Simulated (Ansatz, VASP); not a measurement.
# Two plane-wave programs on C

File POSCAR:

```
C
1.0
    2.5200000000      0.0000000000      0.0000000000
   -1.2600000000      2.1823840175      0.0000000000
    0.0000000000      0.0000000000      4.1800000000
C
4
Direct
    0.3333333333      0.6666666667     -0.0002930293
    0.6666666667      0.3333333333      0.4997069707
    0.3333333333      0.6666666667      0.3742930293
    0.6666666667      0.3333333333      0.8742930293
```

The input INCAR.step1:

```
PREC = Accurate ; ENCUT = 520
EDIFF = 1E-5 ; ISMEAR = 0
SIGMA = 0.01 ; LREAL = False
LASPH = True ; NELM = 100
ALGO = Normal ; ISIF = 2
LWAVE = True ; LCHARG = False
GGA = PE ; NBANDS = 16
```

The input INCAR.step2:

```
PREC = Accurate ; ENCUT = 520
EDIFF = 1E-7 ; ISMEAR = 0
SIGMA = 0.01 ; LREAL = False
LASPH = True ; NELM = 100
ALGO = Normal ; ISIF = 2
LWAVE = False ; LCHARG = False
GGA = PE ; LHFCALC = True
HFSCREEN = 0.2079 ; PRECFOCK = Normal
ISTART = 1 ; NBANDS = 16
```

The input KPOINTS:

```
Automatic mesh
0
Gamma
  9 9 4
```

Input for Ansatz:

```yaml
crystal:
  lattice:
    - [2.52, 0.0, 0.0]
    - [-1.26, 2.1823840175, 0.0]
    - [0.0, 0.0, 4.18]
  atoms:
    - { symbol: C, position: [0.3333333333, 0.6666666667, -0.0002930293] }
    - { symbol: C, position: [0.6666666667, 0.3333333333, 0.4997069707] }
    - { symbol: C, position: [0.3333333333, 0.6666666667, 0.3742930293] }
    - { symbol: C, position: [0.6666666667, 0.3333333333, 0.8742930293] }
basis:
  ecutwfc: 420
kpoints:
  mp_grid: { grid: [9, 9, 4] }
  band_path:
    path:
      - [0.0, 0.0, 0.0]
      - [0.0, 0.0, 0.0]
      - [0.5, 0.0, 0.0]
      - [0.5, 0.0, 0.0]
      - [0.3333333333, 0.3333333333, 0.0]
      - [0.0, 0.0, 0.5]
    npoints: 1
hamiltonian:
  xc: hse06
scf:
  occupations: { method: fixed }
  n_extra_bands: 6
output:
  eigenvalues: true
```

Alike in both runs: task single point; functional HSE06; k mesh 9 × 9 × 4; no spin polarisation.

|  | VASP | Ansatz |
| --- | --- | --- |
| version | VASP 6.6.1 | Ansatz 0.2.0 |
| potentials or method | VASP PAW PBE potentials, release 64 (C) | scalar-relativistic, plane waves, PAW |
| plane-wave cutoff (eV) | 520 | 420 |
| occupations | gaussian, width 0.01 eV | fixed |
| valence electrons in the cell | 16 | 16 |

Ansatz gave:

| Item | Value |
| --- | --- |
| gap on the k mesh at the Fermi level (eV) | 4.44 |
| least direct gap on the mesh (eV) | 6.26 |

Question: Estimate VASP's values.

Answer: gap on the k mesh at the Fermi level (eV): 4.42; least direct gap on the mesh (eV): 6.25.

Caveats: an odd mesh through Γ misses points on the zone boundary, where band edges often lie.
